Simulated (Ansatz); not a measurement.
**GaAs: the cell at several levels of theory**

Aim: relax GaAs built on the NiAs prototype with PBE and r2SCAN and see how far the functionals disagree on the cell. This is a trial cell built on a prototype, not taken from a measured structure, and it needn't be the compound's ground state.

The runs shown are made with Ansatz 0.2.0. PAW datasets, plane waves, zero pressure. Computed, not measured; no magnetism was allowed, and the structure may never have been made.

## (1) Starting point

This is the cell as the run starts from it, not yet at rest; its lengths are not the crystal's.

The symmetry is P6_3/mmc (No. 194, hexagonal); conventional cell a = 3.586 Å, c = 5.845 Å, 16.27 Å³ an atom. Near Ga stand 6 As at 2.53 Å; near As stand 6 Ga at 2.53 Å.

As a file:

```xyz
4
Lattice="3.5857 0.0000 0.0000 -1.7929 3.1053 0.0000 0.0000 0.0000 5.8447" Properties=species:S:1:pos:R:3 pbc="T T T"
Ga    0.0000    0.0000    0.0000
Ga    0.0000    0.0000    2.9224
As    0.0000    2.0702    1.4612
As    1.7929    1.0351    4.3836
```

## (2) PBE: cell and atoms

input.yaml

```yaml
crystal:
  lattice:
    - [3.58572729, 0.0, 0.0]
    - [-1.792863645, 3.1053309242, 0.0]
    - [0.0, 0.0, 5.8447354827]
  atoms:
    - { symbol: Ga, position: [0.0, 0.0, 0.0] }
    - { symbol: Ga, position: [0.0, 0.0, 0.5] }
    - { symbol: As, position: [0.3333333333, 0.6666666667, 0.25] }
    - { symbol: As, position: [0.6666666667, 0.3333333333, 0.75] }
kpoints:
  mp_grid: { grid: [12, 12, 4] }
hamiltonian:
  xc: pbe
scf:
  occupations: { method: fermi_dirac, width: 0.02 }
relax:
  f_tol: 0.005
  cell: {}
output:
  write_density: true
  write_potential: true
  elf: true
  volumetric_format: npy
```

Command:

```bash
$ ansatz run input.yaml --threads 2 --pin off --max-ram 2211MiB --backend cpu --events-out ev --progress --plain --runs-dir out
```

After this run come: Relaxation with r2SCAN.

What does the calculation give? Wanted: for each run, a; c; volume; space group; SCF geometries.

As calculated:

| level | a (Å) | c (Å) | volume (Å³/atom) | space group | SCF geometries |
| --- | --- | --- | --- | --- | --- |
| PBE | 3.761 | 6.467 | 19.803 | P6_3/mmc | 11 |
| r2SCAN | 3.732 | 6.333 | 19.098 | P6_3/mmc | 6 |

In words: The first relaxation changed the volume by +21.7 % from the start. r2SCAN gives the smallest cell and PBE the largest; they differ by 3.7 % in volume, a mean of 1.2 % in length.
